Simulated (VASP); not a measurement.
# Pt: relaxation of cell and atoms with r2SCAN+rVV10

Pt:

```
CELL_PARAMETERS angstrom
0.00000 1.96000 1.96000
1.96000 0.00000 1.96000
1.96000 1.96000 0.00000
ATOMIC_POSITIONS crystal
Pt 0.00000 0.00000 0.00000
```

The cell was built by a generator and needn't be a form met in nature.

| Quantity | Value |
| --- | --- |
| Program | VASP 6.6.1 |
| Task | relaxation of cell and atoms |
| Functional | r2SCAN |
| Dispersion | rVV10 |
| Potentials or basis | VASP PAW PBE potentials, release 64 (Pt) |
| Cutoff | 600 eV |
| k mesh | 18 × 18 × 18 |
| Occupations | methfessel-paxton, width 0.1 eV |
| Spin | no spin polarisation |
| Further INCAR settings | ALGO = Normal; EDIFF = 1e-06; IBRION = 2; EDIFFG = -0.005; NSW = 40; ISIF = 3 |

| Quantity | Value |
| --- | --- |
| Relaxed volume | 15.23 Å³/atom |
| Relaxed cell | a = 2.782 Å, b = 2.782 Å, c = 2.782 Å, α = 60.00°, β = 60.00°, γ = 60.00° |
| Space group after relaxing (to 0.05 Å) | Fm-3m (No. 225) |
| Energy gained by relaxing | 1.6 meV/atom |
| Ionic steps | 3 |
| Pressure after relaxing | 0.0 GPa |
| Band gap on the k mesh | none (metal or under the smearing width) |

Step by step:
| step | energy change (eV) | largest force (eV/Å) | pressure (GPa) | volume (Å³) |
| --- | --- | --- | --- | --- |
| 1 | 0.0000 | 0.0000 | 3.22 | 15.06 |
| 2 | 0.0122 | 0.0000 | -8.47 | 15.73 |
| 3 | -0.0016 | 0.0000 | -0.03 | 15.23 |

Final structure:
```
Pt
1.0
     0.00000    1.96722    1.96722
     1.96722    0.00000    1.96722
     1.96722    1.96722    0.00000
Pt
1
Cartesian
  0.0000 0.0000 0.0000
```

Levels at points of the mesh, in eV from the Fermi level:
```
           k point  band 3  band 4  band 5  band 6  band 7  band 8
(0.00, 0.00, 0.00)   -3.86   -3.86   -1.73   -1.73   15.48   20.59
(0.50, 0.00, 0.00)   -3.96   -0.30    0.02    0.02    6.07   15.12
(0.50, 0.50, 0.00)   -0.06    0.51    0.51    1.93    9.23   11.96
```

Wall time 3.2 min on 1 thread of Intel(R) Xeon(R) Platinum 8375C CPU @ 2.90GHz (Ice Lake), on a shared host, peak memory 0.25 GiB.

Caveat: the PAW data sets were made with another functional, which shifts forces and pressure a little. Spin-orbit coupling is left out, which matters for the levels of Pt.
